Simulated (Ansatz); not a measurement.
# Quadrupolar parameters in BaTiO₃ at a changed volume

The cell is a measured structure from the Crystallography Open Database (COD), relaxed with PBE at fixed cell and then changed (volume scaled by 0.94, ions relaxed).

```yaml
crystal:
  lattice:
    - [3.92422, 0.00000, 0.00000]
    - [0.00000, 3.92422, 0.00000]
    - [0.00000, 0.00000, 3.92422]
  atoms:
    - { symbol: Ba, position: [0.50000, 0.50000, 0.50000] }
    - { symbol: Ti, position: [0.00000, 0.00000, 0.00000] }
    - { symbol: O, position: [0.50000, 0.00000, 0.00000] }
    - { symbol: O, position: [0.00000, 0.50000, 0.00000] }
    - { symbol: O, position: [0.00000, 0.00000, 0.50000] }
```

Atoms are numbered from 1 in the order listed; like atoms form one site, named after its first atom.

The numbers come from a DFT calculation in Ansatz (PBE, plane waves and PAW, scalar-relativistic, 420 eV cutoff, Γ-centred 8×8×8 k-points, Fermi–Dirac smearing 0.02 eV).

V_zz is the principal component of the electric field gradient with the largest magnitude, η = (V_xx − V_yy)/V_zz and C_Q = eQV_zz/h. ν_Q = 3|C_Q|/[2I(2I − 1)].

¹³⁵Ba: I = 3/2, Q = 153.0 mb; Ti-49: I = 7/2, Q = 247.0 mb; ¹⁷O: I = 5/2, Q = -25.58 mb. Q values from Pyykkö, Mol. Phys. 116, 1328 (2018).

Problem. Which values are expected at the nuclei?

Solution. 

| site | atoms (order as listed) | first shell | C_Q (MHz) | η | ν_Q (MHz) |
| --- | --- | --- | --- | --- | --- |
| Ba | 1 | 12 O at 2.77 Å | 0 | – | 0 |
| Ti | 2 | 6 O at 1.96 Å | 0 | – | 0 |
| O | 3, 4, 5 | 2 Ti at 1.96 Å, angle 180°; also 4 Ba at 2.77 Å | -1.27 | 0.00 | 0.190 |

An axis of threefold or higher order runs through O, so V_zz lies along it and η is zero. Ba and Ti sit on a cubic site, where every gradient vanishes.

This high-symmetry form of BaTiO3 is unstable when cold, to polar off-centring of Ti. The symmetry of the cell holds that distortion back, wholly or in part, and it would change the field gradients, the more the larger the distortion. At this changed cell the PBE pressure is 14 GPa.

The relaxation (1 step) took 7.2 s of wall time (7.2 s of CPU time) and 0.44 GiB at its peak, on 1 thread of Arm Neoverse V1 (aarch64; 8 cores open to the job, memory cap 3.0 GiB, no GPU), a shared host with a load of 0.7 a core.
